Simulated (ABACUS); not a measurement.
The system is MgO.

```
Mg O
1.0
     0.00000    2.09700    2.09700
     2.09700    0.00000    2.09700
     2.09700    2.09700    0.00000
Mg O
1 1
Direct
  0.00000 0.00000 0.00000
  0.50000 0.50000 0.50000
```

The cell is a database's computed one.

Base run:

```yaml
Program: ABACUS 3.10.1
Functional: SCAN
Potentials_or_basis: SG15 ONCV 1.2 PBE
Cutoff: 1320 eV
Density_cutoff: 5279 eV
Basis: plane waves
k_mesh: 7 × 7 × 7
Occupations: fermi-dirac, width 0.05 eV
Spin: no spin polarisation
```

Its results: band gap on the k mesh 5.66 eV, direct; pressure 1.0 GPa.

Task: The run is repeated on the same cell with these changes: functional from SCAN to TM. What comes out?

Result: Band gap on the k mesh 5.17 eV, direct; pressure 1.2 GPa.

Caveats: the potentials were made for another functional, which shifts forces and pressure; an odd mesh through Γ misses points on the zone boundary, where band edges often lie.

Not every run made on this cell is shown here.
